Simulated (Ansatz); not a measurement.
Set up this calculation in Ansatz 0.2.0, as the native input.

```yaml
Task: band structure
Functional: r2SCAN
Potentials_or_basis: Ansatz PAW
Cutoff: "500 eV (not typed: the program's choice for these potentials)"
k_mesh: 7 × 7 × 5
Occupations: fermi-dirac, width 0.05 eV
Spin: no spin polarisation
Path: "[[\"G\", \"M\", \"K\", \"G\", \"A\", \"L\", \"H\", \"A\"], [\"L\", \"M\"], [\"K\", \"H\"]]"
Points_for_each_segment_of_the_path: 14
```

The system is Te.

```
Te
1.0
     4.45400    0.00000    0.00000
    -2.22700    3.85728    0.00000
     0.00000    0.00000    5.92400
Te
3
Direct
  0.73100 0.73100 0.00000
  0.00000 0.26900 0.66667
  0.26900 0.00000 0.33333
```

These files were run (other wordings do the same):

input.yaml

```yaml
crystal:
  lattice:
    - [4.454, 0.0, 0.0]
    - [-2.227, 3.8572771485, 0.0]
    - [0.0, 0.0, 5.924]
  atoms:
    - { symbol: Te, position: [0.731, 0.731, 0.0] }
    - { symbol: Te, position: [0.0, 0.269, 0.6666666667] }
    - { symbol: Te, position: [0.269, 0.0, 0.3333333333] }
hamiltonian:
  xc: r2scan
  pseudopotentials: { kind: paw }
kpoints:
  mp_grid: { grid: [7, 7, 5] }
  band_path:
    path:
      - [[0.0, 0.0, 0.0], [0.5, 0.0, 0.0], [0.3333333333, 0.3333333333, 0.0], [0.0, 0.0, 0.0], [0.0, 0.0, 0.5], [0.5, 0.0, 0.5], [0.3333333333, 0.3333333333, 0.5], [0.0, 0.0, 0.5]]
      - [[0.5, 0.0, 0.5], [0.5, 0.0, 0.0]]
      - [[0.3333333333, 0.3333333333, 0.0], [0.3333333333, 0.3333333333, 0.5]]
    npoints: 14
scf:
  occupations: { method: fermi_dirac, width: 0.05 }
  n_extra_bands: 7
output:
  forces: true
  stress: true
  eigenvalues: true
  fatbands: false
```

Potentials or basis: Ansatz PAW.

Launch:

```console
$ ansatz run input.yaml --threads 2 --pin off --max-ram 5632MiB --backend cpu --events-out ev --progress --plain --runs-dir out
```

It gave:

| Property | Result |
| --- | --- |
| Pressure | 0.9 GPa |
| Largest force | 0.089 eV/Å |
| Band gap along the path | 0.34 eV, indirect (least direct gap 0.36 eV) |

Caveat: spin-orbit coupling is left out, which moves the levels of the heavy elements; the PAW data sets come from PBE, with cores solved anew for the run's functional, which leaves a small shift of forces and pressure.

It took 22 s on 2 threads of Intel(R) Xeon(R) Platinum 8488C (Sapphire Rapids), with other jobs on the host, peak memory 0.69 GiB.
